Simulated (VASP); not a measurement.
Here is a VASP 6.6.1 calculation.

File INCAR:

```
PREC = Accurate
ENCUT = 520
EDIFF = 1E-6
ISMEAR = 0
SIGMA = 0.02
LREAL = False
LASPH = True
NELM = 60
ALGO = Normal
ISIF = 2
LWAVE = False
LCHARG = False
GGA = PE
KPAR = 4
```

KPOINTS

```
Automatic mesh
0
Gamma
  10 10 10
```

POSCAR

```
NaF                                     
1.0
    0.0000000000      2.3469338985      2.3469338985
    2.3469338985      0.0000000000      2.3469338985
    2.3469338985      2.3469338985      0.0000000000
  Na              F             
     1     1
Direct
     1.0000000000000000    1.0000000000000000    0.0000000000000000
     0.5000000000000000    0.5000000000000000    0.5000000000000000
```

Contents of KPOINTS_OPT:

```
path GXWKGLUWLK,UX
20
line-mode
reciprocal
 0.0000000000  0.0000000000  0.0000000000  G
 0.5000000000  0.0000000000  0.5000000000  X

 0.5000000000  0.0000000000  0.5000000000  X
 0.5000000000  0.2500000000  0.7500000000  W

 0.5000000000  0.2500000000  0.7500000000  W
 0.3750000000  0.3750000000  0.7500000000  K

 0.3750000000  0.3750000000  0.7500000000  K
 0.0000000000  0.0000000000  0.0000000000  G

 0.0000000000  0.0000000000  0.0000000000  G
 0.5000000000  0.5000000000  0.5000000000  L

 0.5000000000  0.5000000000  0.5000000000  L
 0.6250000000  0.2500000000  0.6250000000  U

 0.6250000000  0.2500000000  0.6250000000  U
 0.5000000000  0.2500000000  0.7500000000  W

 0.5000000000  0.2500000000  0.7500000000  W
 0.5000000000  0.5000000000  0.5000000000  L

 0.5000000000  0.5000000000  0.5000000000  L
 0.3750000000  0.3750000000  0.7500000000  K

 0.6250000000  0.2500000000  0.6250000000  U
 0.5000000000  0.0000000000  0.5000000000  X
```

Potentials or basis: VASP PAW PBE potentials, release 64 (Na_pv, F).

The run is started by

```console
$ cat potpaw_PBE.64/Na_pv/POTCAR potpaw_PBE.64/F/POTCAR > POTCAR
$ mpirun -np 4 vasp_std > vasp.out
```

Question: Estimate the band gap on the k mesh.

Answer: 6.10 eV, direct.

Question: What does it give for the pressure?

Answer: 0.1 GPa.

Question: What does it give for the band gap along the path?

Answer: 6.10 eV, direct.

Levels at the corners of the path, in eV from the valence-band top:
| point | band 5 | band 6 | band 7 | band 8 | band 9 | band 10 |
| --- | --- | --- | --- | --- | --- | --- |
| Γ | 0.00 | 0.00 | 0.00 | 6.10 | 18.70 | 18.70 |
| X | -1.21 | -0.39 | -0.39 | 12.84 | 13.17 | 13.23 |
| X | -1.21 | -0.39 | -0.39 | 12.84 | 13.17 | 13.23 |
| W | -0.83 | -0.83 | -0.54 | 12.96 | 12.96 | 14.77 |
| W | -0.83 | -0.83 | -0.54 | 12.96 | 12.96 | 14.77 |
| K | -1.01 | -0.79 | -0.35 | 12.60 | 12.94 | 14.30 |
| K | -1.01 | -0.79 | -0.35 | 12.60 | 12.94 | 14.30 |
| Γ | 0.00 | 0.00 | 0.00 | 6.10 | 18.70 | 18.70 |
| Γ | 0.00 | 0.00 | 0.00 | 6.10 | 18.70 | 18.70 |
| L | -1.51 | -0.24 | -0.24 | 10.55 | 12.14 | 19.69 |
| L | -1.51 | -0.24 | -0.24 | 10.55 | 12.14 | 19.69 |
| U | -1.01 | -0.79 | -0.35 | 12.60 | 12.94 | 14.30 |
| U | -1.01 | -0.79 | -0.35 | 12.60 | 12.94 | 14.30 |
| W | -0.83 | -0.83 | -0.54 | 12.96 | 12.96 | 14.77 |
| W | -0.83 | -0.83 | -0.54 | 12.96 | 12.96 | 14.77 |
| L | -1.51 | -0.24 | -0.24 | 10.55 | 12.14 | 19.69 |
| L | -1.51 | -0.24 | -0.24 | 10.55 | 12.14 | 19.69 |
| K | -1.01 | -0.79 | -0.35 | 12.60 | 12.94 | 14.30 |
| U | -1.01 | -0.79 | -0.35 | 12.60 | 12.94 | 14.30 |
| X | -1.21 | -0.39 | -0.39 | 12.84 | 13.17 | 13.23 |

PBE gaps usually lie below the measured ones, often by a third to a half.
